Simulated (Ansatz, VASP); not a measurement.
**V in VASP and in Ansatz**

```
V
1.0
    -1.48257    1.48257    1.48257
     1.48257   -1.48257    1.48257
     1.48257    1.48257   -1.48257
V
1
Direct
  0.00000 0.00000 0.00000
```

Alike in both runs: functional PBEsol; k mesh 10 × 10 × 10; occupations gaussian, width 0.1 eV; no spin polarisation.

Ansatz relaxed the structure, and its values are those at the end. VASP's run is a single point on that final structure, the one shown.

|  | VASP | Ansatz |
| --- | --- | --- |
| version | VASP 6.6.1 | Ansatz 0.2.0 |
| potentials or method | VASP PAW PBE potentials, release 64 (V_sv) | scalar-relativistic, plane waves, PAW |
| plane-wave cutoff (eV) | 520 | 420 |
| valence electrons in the cell | 13 | 13 |

Ansatz gave:

* gap on the k mesh at the Fermi level (eV): none
* pressure (GPa): 0.0

Task: What did VASP give for the same quantities?

Result: gap on the k mesh at the Fermi level (eV): none; pressure (GPa): 0.2.

A gap of «none» marks a metal or a gap that the smearing closes.

Caveats: the PAW data sets were made with another functional, which shifts forces and pressure a little (VASP).
